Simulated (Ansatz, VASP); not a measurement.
Given: the input of a run of VASP 6.6.1 on Ag.

Contents of INCAR:

```
PREC = Accurate
ENCUT = 520
EDIFF = 1E-6
ISMEAR = -1
SIGMA = 0.05
LREAL = False
LASPH = True
NELM = 100
ALGO = Normal
ISIF = 2
LWAVE = False
LCHARG = False
GGA = PE
NBANDS = 18
```

KPOINTS

```
Automatic mesh
0
Gamma
  10 10 6
```

Contents of POSCAR:

```
Ag
1.0
    2.9300000000      0.0000000000      0.0000000000
   -1.4650000000      2.5374544331      0.0000000000
    0.0000000000      0.0000000000      4.7900000000
Ag
2
Direct
    0.6666666667      0.3333333333      0.7500000000
    0.3333333333      0.6666666667      0.2500000000
```

Potentials or basis: VASP PAW PBE potentials, release 64 (Ag).

The run is started by

```bash
$ cat potpaw_PBE.64/Ag/POTCAR > POTCAR
$ mpirun -np 1 vasp_std > vasp.out
```

Q: Translate it to Ansatz 0.2.0. Potentials there: all-electron LAPW, scalar-relativistic.

A: As run (the cutoff follows the program's own potentials):

The input input.yaml:

```yaml
crystal:
  lattice:
    - [2.93, 0.0, 0.0]
    - [-1.465, 2.5374544331, 0.0]
    - [0.0, 0.0, 4.79]
  atoms:
    - { symbol: Ag, position: [0.6666666667, 0.3333333333, 0.75] }
    - { symbol: Ag, position: [0.3333333333, 0.6666666667, 0.25] }
kpoints:
  mp_grid: { grid: [10, 10, 6] }
scf:
  occupations: { method: fermi_dirac, width: 0.05 }
hamiltonian:
  xc: pbe
  pseudopotentials: { kind: all_electron, lapw: { basis_error: 0.001 } }
output:
  forces: true
  stress: true
  eigenvalues: true
  populations: true
```

Potentials or basis: all-electron LAPW, scalar-relativistic.

Run with:

```bash
$ ansatz run input.yaml --threads 1 --pin off --max-ram 3072MiB --backend cpu --events-out ev --progress --plain --runs-dir out
```

Both were run:

|  | VASP | Ansatz | Ansatz less VASP |
| --- | --- | --- | --- |
| gap on the k mesh at the Fermi level (eV) | none | none | - |
| pressure (GPa) | 0.5 | 0.6 | +0.12 |
| largest component of the traceless stress (GPa) | 0.43 | 0.42 | -0.006 |

A gap of «none» marks a metal or a gap that the smearing closes. Ansatz ran all-electron here, so the differences hold the error of VASP's frozen core and of both bases.
